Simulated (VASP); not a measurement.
InPd:

```
In Pd
1.0
     3.27188    0.00000    0.00000
     0.00000    3.27188    0.00000
     0.00000    0.00000    3.27188
In Pd
1 1
Cartesian
  0.0101 0.0054 0.0198
  1.6259 1.6305 1.6161
```

The cell comes from a database or a generator and needn't be the stable form of this composition.

The cell isn't the ideal one: all atoms moved at random, sigma 0.05 Å a component.

| Item | Value |
| --- | --- |
| Program | VASP 6.6.1 |
| Task | relaxation of cell and atoms |
| Functional | r2SCAN |
| Dispersion | D4 |
| Potentials or basis | VASP PAW PBE potentials, release 64 (In_d, Pd) |
| Cutoff | 600 eV |
| k mesh | 6 × 6 × 6 |
| Occupations | methfessel-paxton, width 0.1 eV |
| Spin | no spin polarisation |

At the start: pressure -0.9 GPa; volume 17.51 Å³/atom.

Q: How do energy, volume and symmetry change on relaxing?

A: Over 9 steps the energy falls by 2.6 meV/atom and the volume is 17.37 Å³/atom (-0.8 %); space group Pm-3m (No. 221, to 0.05 Å).

Step by step:
```csv
step,energy change (eV),largest force (eV/Å),pressure (GPa),volume (Å³)
1,0.0000,0.1841,-0.93,35.03
2,-0.0028,0.1218,1.01,34.51
3,-0.0028,0.1292,0.77,34.58
4,-0.0050,0.0342,0.28,34.69
5,-0.0051,0.0117,0.07,34.74
6,-0.0051,0.0035,0.09,34.73
7,-0.0051,0.0019,0.08,34.73
8,-0.0051,0.0047,-0.04,34.77
9,-0.0051,0.0028,0.04,34.75
```

Final structure:
```xyz
2
Lattice="3.2634 0.0006 0.0023 0.0006 3.2636 0.0012 0.0023 0.0012 3.2628" Properties=species:S:1:pos:R:3 pbc="T T T"
In    0.0001    0.0001    0.0003
Pd    1.6330    1.6326    1.6328
```

Caveat: the PAW data sets were made with another functional, which shifts forces and pressure a little; pairwise dispersion overbinds metals, which lowers pressure and volume.
